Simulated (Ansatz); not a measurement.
Rb under changes of volume

One of the cells (88.043 Å³/atom); the others are scaled copies at fixed shape and fractional positions:

```
CELL_PARAMETERS angstrom
-2.80250 2.80250 2.80250
2.80250 -2.80250 2.80250
2.80250 2.80250 -2.80250
ATOMIC_POSITIONS crystal
Rb 0.00000 0.00000 0.00000
```

- Program: Ansatz 0.2.0
- Functional: PBEsol
- Potentials or basis: all-electron LAPW, scalar-relativistic
- Cutoff: 57 eV (chosen from the basis error)
- Basis error allowed: 0.0005 eV/atom
- k mesh: 7 × 7 × 7
- Occupations: fermi-dirac, width 0.05 eV
- Spin: no spin polarisation

| volume (Å³/atom) | energy over the lowest point (meV/atom) | pressure (GPa) |
| --- | --- | --- |
| 82.761 | 1.22 | 0.1 |
| 84.522 | 0.25 | 0.1 |
| 86.283 | 0.00 | 0.0 |
| 88.043 | 0.41 | -0.1 |
| 89.804 | ? | ? |
| 91.565 | 2.95 | -0.2 |
| 93.326 | 4.99 | -0.2 |

**Question.** What does the run at 89.804 Å³/atom give?

**Answer.** Energy over the lowest point 1.41 meV/atom; pressure -0.1 GPa.

Worked out: A Birch-Murnaghan fit of order 3 (a polynomial in V^(-2/3)) to the other rows has its minimum at 86.05 Å³/atom with B0 = V·E''(V) = 2.9 GPa and B' = 3.6. It gives 1.41 meV/atom at 89.804 Å³/atom, against the run's 1.41, and -dE/dV = -0.1 GPa, against -0.1.

Energies are extrapolated to zero smearing.

The runs don't all hold the same shells in valence.
